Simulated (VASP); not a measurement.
Here is a VASP 6.6.1 calculation.

Contents of INCAR:

```
SYSTEM = Pd
  PREC = Accurate
  ENCUT = 520
  EDIFF = 1E-7
  ISMEAR = 0
  SIGMA = 0.1
  LREAL = .False.
  LASPH = .True.
  NELM = 150
  ALGO = Normal
  ISIF = 2
  LWAVE = .False.
  LCHARG = .False.
  ISPIN = 2
  MAGMOM = 0.41 0.41
  LORBIT = 11
  LMAXMIX = 4
  GGA = PE
  NBANDS = 21
```

The input KPOINTS:

```
regular mesh
0
Gamma
  18 18 10
  0 0 0
```

POSCAR

```
Pd
1.0
    2.8297931867      0.0000000000      0.0000000000
   -1.4148965934      2.4506727871      0.0000000000
    0.0000000000      0.0000000000      4.7159864584
Pd
2
Direct
    0.6666666667      0.3333333333      0.7500000000
    0.3333333333      0.6666666667      0.2500000000
```

Potentials or basis: VASP PAW PBE potentials, release 64 (Pd).

Command:

```console
$ cat potpaw_PBE.64/Pd/POTCAR > POTCAR
$ mpirun -np 1 vasp_std > vasp.out
```

**Question.** Predict the site moments.

**Answer.** Pd +0.39 μB.

**Question.** Estimate the band gap on the k mesh.

**Answer.** None (metal or under the smearing width).

**Question.** What does it give for the pressure?

**Answer.** -8.4 GPa.
